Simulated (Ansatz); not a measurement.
Input of an Ansatz 0.2.0 run:

File input.yaml:

```yaml
crystal:
  lattice:
    - [1.938694, -1.95319015, 0.0]
    - [1.938694, 1.95319015, 0.0]
    - [0.0, 0.0, 3.0994300413]
  atoms:
    - { symbol: Ni, position: [0.5, 0.5, 0.5] }
    - { symbol: Al, position: [0.0, 0.0, 0.0] }
hamiltonian:
  xc: pbesol
  pseudopotentials: { kind: paw }
kpoints:
  mp_grid: { grid: [10, 10, 9] }
scf:
  occupations: { method: fermi_dirac, width: 0.05 }
output:
  forces: true
  stress: true
  eigenvalues: true
```

Potentials or basis: Ansatz PAW.

Run with:

```sh
$ ansatz run input.yaml --threads 2 --pin off --max-ram 5632MiB --backend cpu --events-out ev --progress --plain --runs-dir out
```

Problem. What does it give for the pressure?

Solution. 0.5 GPa.

Problem. Estimate the band gap on the k mesh.

Solution. None (metal or under the smearing width).

Stress tensor (GPa, compression positive):
```
 3.67  0.00  0.00
 0.00  2.00  0.00
 0.00  0.00 -4.23
```

Caveat: the PAW data sets come from PBE, with cores solved anew for the run's functional, which leaves a small shift of forces and pressure. Spin polarisation is off, so any magnetic state and its effect on volume and gap are missing.
